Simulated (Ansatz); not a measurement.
How far to go with the k-point mesh: ZnTe (R3m, 2 atoms in the cell)

```
CELL_PARAMETERS angstrom
      0.00000     3.04085     3.04085
      3.04085     0.00000     3.04085
      3.04085     3.04085     0.00000
ATOMIC_POSITIONS crystal
  Zn 0.00475 0.00475 0.00475
  Te 0.25000 0.25000 0.25000
```

Level of theory: PBE, PAW files (plane waves; Ansatz, a program for electronic structure).

Base settings: basis.ecutwfc = 420 eV; kpoints.mp_grid.grid = 7 7 7; hamiltonian.xc = pbe; hamiltonian.pseudopotentials = {kind: paw} (the program's default PAW files); scf.occupations.method = fermi_dirac; scf.occupations.width = 0.05 eV.

The second cell is the first with its lattice scaled by 0.98.

Only quantities that move along the ladder and can be compared are tabulated.

The count of work is k-points × plane waves × bands × iterations; it is no time. 

The starting cell has typed, rounded lattice constants, without a prior relaxation at this level. Its lattice was rescaled by up to half a per cent. One atom was moved a little off its site on purpose. Spin-orbit coupling is off. Ansatz's pressure includes its estimate of the finite-basis (Pulay) stress.

| kpoints.mp_grid.grid | free energy less the last step's (meV/atom) | energy of the compressed cell less the first (meV/atom) | pressure (GPa) | gap on the mesh (eV) | count of work / last |
|---|---|---|---|---|---|
| 2 2 2 | 812.57 | 102.97 | 7.81 | 1.154 | 0.0059 |
| 3 3 3 | 169.55 | 57.36 | 3.68 | 1.225 | 0.0088 |
| 4 4 4 | 44.59 | 46.96 | 2.74 | 1.245 | 0.017 |
| 5 5 5 | 13.50 | 43.99 | 2.48 | 1.252 | 0.024 |
| 6 6 6 | 4.55 | 43.06 | 2.40 | 1.255 | 0.041 |
| 7 7 7 | 1.66 | 42.75 | 2.37 | 1.256 | 0.056 |
| 8 8 8 | 0.65 | 42.66 | 2.37 | 1.256 | 0.083 |
| 9 9 9 | 0.27 | 42.65 | 2.36 | 1.257 | 0.11 |
| 10 10 10 | 0.12 | 42.64 | 2.36 | 1.257 | 0.15 |
| 11 11 11 | 0.06 | 42.63 | 2.36 | 1.257 | 0.19 |
| 12 12 12 | 0.02 | 42.63 | 2.36 | 1.257 | 0.24 |
| 13 13 13 | 0.01 | 42.63 | 2.36 | 1.257 | 0.30 |
| 15 15 15 | 0.01 | 42.63 | 2.36 | 1.257 | 0.44 |
| 17 17 17 | 0.00 | 42.63 | 2.36 | 1.257 | 0.63 |
| 18 18 18 | 0.00 | 42.63 | 2.36 | 1.257 | 0.74 |
| 20 20 20 | 0.00 | 42.63 | 2.36 | 1.257 | 1.0 |

Coarsest kpoints.mp_grid.grid that holds the free energy within 2 meV/atom of the last step, with all finer ones: 7 7 7, at 0.056 of the last step's count of work; the step before is off by 4.5 meV/atom.

Coarsest kpoints.mp_grid.grid that holds the pressure within 1 GPa of the last step, with all finer ones: 4 4 4, at 0.017 of the last step's count of work; the step before is off by 1.3 GPa.

The energy difference between the two cells stays within 1 meV/atom of the last step's from 6 6 6 on, the total only from 8 8 8 on: much of the error is common to both cells and cancels.

Keys are those of Ansatz 0.2.
